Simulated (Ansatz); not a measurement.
**Platinum, bcc under PBE: ground state and equation of state**

Aim: take platinum in the bcc structure, relax it, solve it on a dense k-mesh, then scale the cell to 7 volumes from 88 to 112 % of the relaxed one and try a fit of the equation of state. The start is ferromagnetic. The k-meshes are 14×14×14 for the relaxation; 23×23×23 for the dense run; 16×16×16 for the volumes.

This is Pt in the bcc structure; at room conditions it is fcc.

Method: DFT PBE, plane waves (420 eV) with PAW, scalar-relativistic, in Ansatz 0.2.0.

### 1 The starting structure

Symmetry: Im-3m, No. 229, cubic system. The conventional cell has a = 3.114 Å, b = 3.114 Å, c = 3.114 Å, α = 90.00°, β = 90.00°, γ = 90.00°. Pt (site symmetry m-3m) has 8 Pt at 2.70 Å as nearest neighbours.

As a file:

```
Pt
1.0
    -1.55688    1.55688    1.55688
     1.55688   -1.55688    1.55688
     1.55688    1.55688   -1.55688
Pt
1
Cartesian
  0.0000 0.0000 0.0000
```

Starting moments (μB): +1.

### 2 Relaxation of the cell

Input file input.yaml:

```yaml
crystal:
  lattice:
    - [-1.5568832667, 1.5568832667, 1.5568832667]
    - [1.5568832667, -1.5568832667, 1.5568832667]
    - [1.5568832667, 1.5568832667, -1.5568832667]
  atoms:
    - { symbol: Pt, position: [0.0, 0.0, 0.0], spin: 1.0 }
hamiltonian:
  xc: pbe
  pseudopotentials:
    kind: paw
    azcp:
      Pt: "pseudopotentials/Pt.paw.azcp"
basis:
  ecutwfc: 420
  fft_grid_basis: typed
kpoints:
  mp_grid: { grid: [14, 14, 14], shift: [0, 0, 0] }
magnetization:
  spin_polarized: true
scf:
  occupations: { method: fermi_dirac, width: 0.05 }
relax:
  max_steps: 60
  f_tol: 0.01
  cell: {}
```

The run is started by

```bash
> ansatz run input.yaml --threads 2 --pin off --max-ram 6144MiB --backend cpu --events-out ev --progress --plain --runs-dir out
```

After this run come: The energy on a finer k-mesh; Equation of state: 88 %; Equation of state: 92 %; Equation of state: 96 %; Equation of state: 100 %; Equation of state: 104 %; Equation of state: 108 %; Equation of state: 112 %.

Before running it: what results should come out? Wanted: space group; conventional cell; volume; shortest distance; gap on the mesh; magnetic state; relative to fcc; V₀, B₀, B₀′.

**Answer**, as computed:

```
                      quantity                         value
space group (spins left aside)               Im-3m (No. 229)
             conventional cell                   a = 3.164 Å
                        volume                15.839 Å³/atom
             shortest distance                       2.740 Å
               gap on the mesh  none (levels filled in part)
                magnetic state                  non-magnetic
               relative to fcc                  +95 meV/atom
                   V₀, B₀, B₀′  15.835 Å³/atom, 238 GPa, 5.4
```

In words: From the guessed start the volume grew by 4.9 % in 7 steps. Against the reference form of platinum (fcc, computed apart with the same settings) it stands 95 meV/atom higher. The starting moments do not survive. No gap shows: it is a metal or semimetal at this level. The fitted modulus is 238 GPa. Relaxation kept the symmetry; phonons were not checked.
